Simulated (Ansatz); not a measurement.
## Sn: what relativity and spin–orbit coupling change

```
Sn
1.0
    -2.91585    2.91585    1.59065
     2.91585   -2.91585    1.59065
     2.91585    2.91585   -1.59065
Sn
2
Direct
  0.00000 0.00000 0.00000
  0.75000 0.25000 0.50000
```

Atoms are numbered in the order listed.

The cell is COD entry 1534488, as deposited and not checked against the literature; nothing was relaxed.

One fixed cell is solved with PBE by LAPW (all electrons) in Ansatz 0.2.0 under different relativistic treatments. Pressure is positive in compression.

Sampling and basis: a Γ-centred 15×15×15 k mesh, Fermi–Dirac smearing of 0.05 eV, basis error target 0.5 meV/atom, no spin polarisation.

```json
{"setting": "scalar-relativistic", "P (GPa)": "2.65", "lowest level at Γ above −25 eV, from the valence-band top or, without a gap, the Fermi level (eV)": "-21.67"}
{"setting": "non-relativistic", "P (GPa)": "2.66", "lowest level at Γ above −25 eV, from the valence-band top or, without a gap, the Fermi level (eV)": "?"}
{"setting": "with spin–orbit coupling", "P (GPa)": "2.64", "lowest level at Γ above −25 eV, from the valence-band top or, without a gap, the Fermi level (eV)": "?"}
```

**Question.** Give the missing entry: row "with spin–orbit coupling", column "lowest level at Γ above −25 eV, from the valence-band top or, without a gap, the Fermi level (eV)".

**Answer.** -22.08.

**Question.** What belongs in the row "non-relativistic", column "lowest level at Γ above −25 eV, from the valence-band top or, without a gap, the Fermi level (eV)"?

**Answer.** -23.10.
